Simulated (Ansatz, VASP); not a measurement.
## BN (Qingsongite) in VASP and in Ansatz

POSCAR

```
BN
1.0
    0.0000000000      1.8392967002      1.8392967002
    1.8392967002      0.0000000000      1.8392967002
    1.8392967002      1.8392967002      0.0000000000
B N
1 1
Direct
    0.0000000000      0.0000000000      0.0000000000
    0.2500000000      0.2500000000      0.2500000000
```

Contents of INCAR.step1:

```
SYSTEM = BN
ALGO = Normal
EDIFF = 1E-5
ENCUT = 520
GGA = PE
ISIF = 2
ISMEAR = 0
LASPH = .TRUE.
LCHARG = .FALSE.
LREAL = .FALSE.
LWAVE = .TRUE.
NBANDS = 11
NELM = 60
PREC = Accurate
SIGMA = 0.01
```

The input INCAR.step2:

```
SYSTEM = BN
ALGO = Normal
EDIFF = 1E-6
ENCUT = 520
GGA = PE
HFSCREEN = 0.2079
ISIF = 2
ISMEAR = 0
ISTART = 1
LASPH = .TRUE.
LCHARG = .FALSE.
LHFCALC = .TRUE.
LREAL = .FALSE.
LWAVE = .FALSE.
NBANDS = 11
NELM = 60
PREC = Accurate
PRECFOCK = Normal
SIGMA = 0.01
```

The input KPOINTS:

```
k-points
0
G
  8 8 8
  0 0 0
```

Input for Ansatz:

```yaml
crystal:
  lattice:
    - [0.0, 1.8392967002, 1.8392967002]
    - [1.8392967002, 0.0, 1.8392967002]
    - [1.8392967002, 1.8392967002, 0.0]
  atoms:
    - { symbol: B, position: [0.0, 0.0, 0.0] }
    - { symbol: "N", position: [0.25, 0.25, 0.25] }
kpoints:
  mp_grid: { grid: [8, 8, 8] }
  band_path:
    path:
      - [0.0, 0.0, 0.0]
      - [-0.5, -0.5, 0.0]
      - [-0.375, -0.375, 0.25]
      - [-0.375, 0.0, 0.375]
      - [0.0, 0.0, 0.5]
      - [-0.5, -0.25, 0.25]
      - [0.0, 0.5, 0.5]
    npoints: 1
hamiltonian:
  xc: hse06
scf:
  occupations: { method: fixed }
  n_extra_bands: 4
output:
  forces: true
  stress: true
  eigenvalues: true
```

Change from the starting cell: hydrostatic strain +1.9%.

Alike in both runs: task single point; functional HSE06; k mesh 8 × 8 × 8; no spin polarisation.

|  | VASP | Ansatz |
| --- | --- | --- |
| version | VASP 6.6.1 | Ansatz 0.2.0 |
| potentials or method | VASP PAW PBE potentials, release 64 (B, N) | plane waves, PAW |
| plane-wave cutoff (eV) | 520 | 420 |
| occupations | gaussian, width 0.01 eV | fixed |
| valence electrons in the cell | 8 | 8 |

|  | VASP | Ansatz | Ansatz less VASP |
| --- | --- | --- | --- |
| gap on the k mesh at the Fermi level (eV) | 5.70 | 5.71 | +0.013 |
| pressure (GPa) | -23.9 | -24.2 | -0.30 |

Ansatz warned: «stress_exchange_threshold_loose».

Caveats: so large a pressure means that the cell lies far from this level's equilibrium, or that cutoff or potentials fall short (VASP); the potentials were made for another functional, which shifts forces and pressure (VASP). A k mesh can miss the band edges.
